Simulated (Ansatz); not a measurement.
Crystal: Si.

```
Si
1.0
     2.62054    0.00000    0.00000
    -1.31027    2.26946    0.00000
     0.00000    0.00000    2.46635
Si
1
Direct
  0.00000 0.00000 0.00000
```

This isn't the form of Si at room conditions, which is diamond.

- Program: Ansatz 0.2.0
- Task: relaxation of cell and atoms
- Functional: PBE
- Dispersion: D3(BJ)
- Potentials or basis: Ansatz PAW
- Cutoff: 420 eV (not typed: the program's choice for these potentials)
- k mesh: 12 × 12 × 11
- Occupations: fermi-dirac, width 0.05 eV
- Spin: no spin polarisation

At the start: volume 14.67 Å³/atom.

Task: How do energy, volume and symmetry change on relaxing?

Result: It ends after 5 steps and the volume is 14.45 Å³/atom (-1.5 %); space group P6/mmm (No. 191, to 0.05 Å).

Step by step:
```tsv
step	energy change (eV)	largest force (eV/Å)	volume (Å³)
1	0.0000	0.0000	14.67
2	-0.0027	0.0000	14.50
3	-0.0029	0.0000	14.45
4	-0.0029	0.0000	14.45
5	-0.0029	0.0000	14.45
```

Final structure:
```
CELL_PARAMETERS angstrom
2.59660 0.00000 0.00000
-1.29830 2.24872 0.00000
0.00000 0.00000 2.47522
ATOMIC_POSITIONS crystal
Si 0.00000 0.00000 0.00000
```

Caveat: the plane-wave basis is chosen anew once the cell has moved, so the energies of steps on either side of that aren't comparable; pairwise dispersion overbinds metals, which lowers pressure and volume.
